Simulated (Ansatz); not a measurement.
Starting cell, NaBr (rock salt):

```xyz
4
Lattice="0.0000 6.0360 6.0360 3.0180 0.0000 3.0180 3.0180 3.0180 0.0000" Properties=species:S:1:pos:R:3 pbc="T T T"
Br     0.0000     0.0000     0.0000
Br     3.0180     3.0180     6.0360
Na     3.0180     3.0180     3.0180
Na     3.0180     6.0360     6.0360
```

The atoms are displaced by Q × the pattern below (from a DFPT mode at L = (0.5, 0.0, 0.0), largest move 1; Q in Å), at fixed cell. It is one choice among 2 degenerate patterns. (q is in reciprocal vectors of the primitive cell; the cell shown is doubled to hold the pattern.)

```json
[
 {"atom": "Br1", "x": "0.285", "y": "-0.520", "z": "0.805"},
 {"atom": "Br2", "x": "-0.285", "y": "0.520", "z": "-0.805"}
]
```

Atoms not listed stay in place.

All values below come from PBE (plane waves to 420 eV, PAW, scalar-relativistic; Ansatz, a program for electronic structure). k mesh 5×10×10 (Γ-centred), Fermi-Dirac smearing 0.05 eV. NaBr was relaxed with its symmetry unable to fall.

At one point of the scan the forces (eV/Å) are:

```json
[
 {"atom": "Br1", "Fx": "-0.042", "Fy": "0.078", "Fz": "-0.123"},
 {"atom": "Br2", "Fx": "0.042", "Fy": "-0.078", "Fz": "0.123"},
 {"atom": "Na3", "Fx": "0.000", "Fy": "0.000", "Fz": "0.000"},
 {"atom": "Na4", "Fx": "0.000", "Fy": "0.000", "Fz": "0.000"}
]
```

Question: Which point is it?
(A) Q = 0.120 Å
(B) Q = 0.180 Å
(C) Q = 0.060 Å

Answer: A, Q = 0.120 Å

(A displaced cell: forces are minus the slopes of the energy, force constants its curvatures, and phonons follow from these.)
